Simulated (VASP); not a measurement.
The system is Si.

```
Si
1.0
     3.79782    0.00000    0.00000
    -1.89891    3.28901    0.00000
     0.00000    0.00000    6.26960
Si
4
Direct
  0.66667 0.33333 0.06290
  0.33333 0.66667 0.56290
  0.66667 0.33333 0.43710
  0.33333 0.66667 0.93710
```

The cell was built by a generator and needn't be a form met in nature.

```yaml
Program: VASP 6.6.1
Task: relaxation of cell and atoms
Functional: r2SCAN
Potentials_or_basis: VASP PAW PBE potentials, release 64 (Si)
Cutoff: 600 eV
k_mesh: 12 × 12 × 6
Occupations: gaussian, width 0.03 eV
Spin: no spin polarisation
```

At the start: pressure 2.8 GPa; volume 19.58 Å³/atom.

**Question.** Where does the relaxation end?

**Answer.** Over 3 steps the energy falls by 4.6 meV/atom and the volume is 20.12 Å³/atom (+2.7 %); space group P6_3/mmc (No. 194, to 0.05 Å).

Step by step:
```tsv
step	energy change (eV)	largest force (eV/Å)	pressure (GPa)	volume (Å³)
1	0.0000	0.0147	2.79	78.31
2	-0.0067	0.0037	-2.04	82.25
3	-0.0184	0.0096	-0.01	80.47
```

Final structure:
```cif
data_structure
_symmetry_space_group_name_H-M 'P 1'
_symmetry_Int_Tables_number 1
_cell_length_a 3.8302
_cell_length_b 3.8302
_cell_length_c 6.3333
_cell_angle_alpha 90.000
_cell_angle_beta 90.000
_cell_angle_gamma 120.000
_cell_volume 80.47
loop_
_atom_site_label
_atom_site_type_symbol
_atom_site_fract_x
_atom_site_fract_y
_atom_site_fract_z
_atom_site_occupancy
Si1 Si 0.66667 0.33333 0.06296 1
Si2 Si 0.33333 0.66667 0.56296 1
Si3 Si 0.66667 0.33333 0.43704 1
Si4 Si 0.33333 0.66667 0.93704 1
```

Caveat: the PAW data sets were made with another functional, which shifts forces and pressure a little.
